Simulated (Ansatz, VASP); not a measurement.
**MgI2: VASP beside Ansatz**

```xyz
3
Lattice="4.0706 0.0000 0.0000 -2.0353 3.5253 0.0000 0.0000 0.0000 6.8620" Properties=species:S:1:pos:R:3 pbc="T T T"
Mg    0.0000    0.0000    0.0000
I     0.0000    2.3502    5.1989
I     2.0353    1.1751    1.6631
```

Change from the starting cell: equal xx and yy strain of -2 %.

Alike in both runs: task single point; functional PBEsol; k mesh 7 × 7 × 4; occupations fermi-dirac, width 0.03 eV; no spin polarisation.

```csv
,VASP,Ansatz
version,VASP 6.6.1,Ansatz 0.2.0
potentials or method,"VASP PAW PBE potentials, release 64 (Mg, I), cutoff 520 eV","all-electron LAPW, scalar-relativistic"
```

VASP gave:

| Property | Result |
| --- | --- |
| gap on the k mesh at the Fermi level (eV) | 3.54 |
| pressure (GPa) | 1.1 |
| largest component of the traceless stress (GPa) | 0.19 |
| rms of the force components (eV/Å) | 0.053 |

Q: Estimate Ansatz's values.

A: gap on the k mesh at the Fermi level (eV): 3.55; pressure (GPa): 1.2; largest component of the traceless stress (GPa): 0.19; rms of the force components (eV/Å): 0.054.

Atom by atom the forces differ by 0.001 eV/Å (rms over components). Ansatz ran all-electron here, so the differences hold the error of VASP's frozen core and of both bases.

Caveats: the PAW data sets were made with another functional, which shifts forces and pressure a little (VASP); spin-orbit coupling is left out, which moves the levels of the heavy elements; an odd mesh through Γ misses points on the zone boundary, where band edges often lie; this functional lacks dispersion, which binds the layers, so the pressure and a relaxed spacing across them are unreliable.
